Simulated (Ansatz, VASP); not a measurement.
**Si: VASP beside Ansatz**

Contents of INCAR:

```
ALGO = Normal ; EDIFF = 1E-6
ENCUT = 520 ; GGA = PE
ISIF = 2 ; ISMEAR = 0
LASPH = T ; LCHARG = T
LELF = T ; LREAL = F
LVHAR = T ; LWAVE = F
NBANDS = 16 ; NELM = 100
PREC = Accurate ; SIGMA = 0.1
```

The input KPOINTS:

```
k-points
0
Gamma
  4 4 4
```

POSCAR

```
Si
1.0
    3.8427595100      0.0000000000      0.0000000000
    0.0000000000      3.8427595100      0.0000000000
    0.0000000000      0.0000000000      3.8427595100
Si
4
Direct
    0.8750000000      0.1250000000      0.6250000000
    0.3750000000      0.3750000000      0.3750000000
    0.1250000000      0.6250000000      0.8750000000
    0.6250000000      0.8750000000      0.1250000000
```

Input for Ansatz:

```yaml
crystal:
  lattice:
    - [3.84275951, 0.0, 0.0]
    - [0.0, 3.84275951, 0.0]
    - [0.0, 0.0, 3.84275951]
  atoms:
    - { symbol: Si, position: [0.875, 0.125, 0.625] }
    - { symbol: Si, position: [0.375, 0.375, 0.375] }
    - { symbol: Si, position: [0.125, 0.625, 0.875] }
    - { symbol: Si, position: [0.625, 0.875, 0.125] }
basis:
  ecutwfc: 420
kpoints:
  mp_grid: { grid: [4, 4, 4] }
hamiltonian:
  xc: pbe
scf:
  occupations: { method: gaussian, width: 0.1 }
  lower_state_search: "off"
output:
  forces: true
  stress: true
  eigenvalues: true
```

Alike in both runs: task single point; functional PBE; k mesh 4 × 4 × 4; occupations gaussian, width 0.1 eV; no spin polarisation.

|  | VASP | Ansatz |
| --- | --- | --- |
| version | VASP 6.6.1 | Ansatz 0.2.0 |
| potentials or method | VASP PAW PBE potentials, release 64 (Si) | scalar-relativistic, plane waves, PAW |
| plane-wave cutoff (eV) | 520 | 420 |
| valence electrons in the cell | 16 | 16 |

|  | VASP | Ansatz | Ansatz less VASP |
| --- | --- | --- | --- |
| gap on the k mesh at the Fermi level (eV) | none | none | - |
| pressure (GPa) | 25.6 | 25.8 | +0.15 |

A gap of «none» marks a metal or a gap that the smearing closes.

Caveats: the k mesh is coarse (spacing up to 0.41 Å⁻¹), so the values aren't converged; so large a pressure means that the cell lies far from this level's equilibrium, or that cutoff or potentials fall short (VASP).
